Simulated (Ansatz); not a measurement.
Si:

```
Si
1.0
     2.53211    0.00000    0.00000
     0.00000    2.53211    0.00000
     0.00000    0.00000    2.53211
Si
1
Direct
  0.50000 0.50000 0.50000
```

The cell was built by a generator and needn't be a form met in nature.

```yaml
Program: Ansatz 0.2.0
Task: single point
Functional: PBE
Potentials_or_basis: all-electron LAPW, scalar-relativistic
Cutoff: 174 eV (chosen from the basis error)
Basis_error_allowed: 0.001 eV/atom
k_mesh: 10 × 10 × 10
Occupations: fermi-dirac, width 0.05 eV
Spin: no spin polarisation
```

On this cell: pressure 0.3 GPa; band gap on the k mesh none (metal or under the smearing width).

The same run follows on a disturbed copy (cell strained at random at fixed volume):

```
CELL_PARAMETERS angstrom
2.54662 -0.01755 -0.00396
-0.01755 2.48769 0.00079
-0.00396 0.00079 2.56277
ATOMIC_POSITIONS crystal
Si 0.49795 0.50142 0.48626
```

Q: What changes?

A: The energy (extrapolated to zero smearing) moves by +9.6 meV/atom; pressure 0.5 GPa; band gap on the k mesh none (metal or under the smearing width).

Stress tensor (GPa, compression positive):
```
-1.71  0.80  0.00
 0.80  6.61 -0.06
 0.00 -0.06 -3.50
```
